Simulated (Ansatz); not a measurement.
A run of Ansatz 0.2.0:

The input input.yaml:

```yaml
crystal:
  lattice:
    - [0.0, 2.74607, 2.74607]
    - [2.74607, 0.0, 2.74607]
    - [2.74607, 2.74607, 0.0]
  atoms:
    - { symbol: In, position: [0.0, 0.0, 0.0] }
    - { symbol: Pd, position: [0.5, 0.5, 0.5] }
hamiltonian:
  xc: pbe
  pseudopotentials: { kind: paw }
kpoints:
  mp_grid: { grid: [8, 8, 8] }
scf:
  occupations: { method: fermi_dirac, width: 0.05 }
output:
  forces: true
  stress: true
  eigenvalues: true
  write_density: true
  write_potential: true
  elf: true
  volumetric_format: npy
relax:
  f_tol: 0.01
  max_steps: 40
  cell: { stress_tol: 0.05, p_target: 30.0 }
```

Potentials or basis: Ansatz PAW.

The run is started by

```sh
$ ansatz run input.yaml --threads 2 --pin off --max-ram 5632MiB --backend cpu --events-out ev --progress --plain --runs-dir out
```

Hardware: 2 threads of Arm Neoverse N1, with other jobs on the host.

Task: Estimate the wall time of this run.

Result: Run time: 9.6 s on 2 threads of Arm Neoverse N1, with other jobs on the host, peak memory 0.33 GiB. Counts: scf iterations 33, plane waves 645, k points 29, bands 20, ion steps 6.
